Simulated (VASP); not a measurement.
Here is a VASP 6.6.1 calculation.

INCAR

```
SYSTEM = ZrC
PREC     = Accurate       ! precision mode
ENCUT    = 520            ! plane-wave cutoff, eV
EDIFF    = 1E-8           ! SCF threshold, eV
ISMEAR   = -1             ! smearing method
SIGMA    = 0.05           ! smearing width, eV
LREAL    = .FALSE.        ! projectors in reciprocal space
LASPH    = .TRUE.         ! aspherical terms in the spheres
NELM     = 100            ! most SCF steps
ALGO     = Fast           ! electronic algorithm
ISIF     = 2              ! what is computed and relaxed
LWAVE    = .FALSE.        ! write WAVECAR
LCHARG   = .FALSE.        ! write CHGCAR
LEFG     = .TRUE.       
NBANDS   = 15             ! bands
```

Contents of KPOINTS:

```
Automatic mesh
0
G
  14 14 14
  0 0 0
```

POSCAR

```
ZrC
1.0
    0.0000000000      2.3224901248      2.3224901248
    2.3224901248      0.0000000000      2.3224901248
    2.3224901248      2.3224901248      0.0000000000
Zr C
1 1
Direct
    0.0000000000      0.0000000000      0.0000000000
    0.5000000000      0.5000000000      0.5000000000
```

Potentials or basis: VASP PAW LDA potentials, release 64 (Zr_sv, C).

Launch:

```sh
$ cat potpaw_LDA.64/Zr_sv/POTCAR potpaw_LDA.64/C/POTCAR > POTCAR
$ mpirun -np 1 vasp_std > vasp.out
```

Estimate the pressure.

0.1 GPa.

What does it give for the band gap on the k mesh?

None (metal or under the smearing width).

Electric field gradients, principal values (V/Å²):
```csv
atom,Vxx,Vyy,Vzz
1 Zr,0.000,0.000,0.000
2 C,0.000,0.000,0.001
```
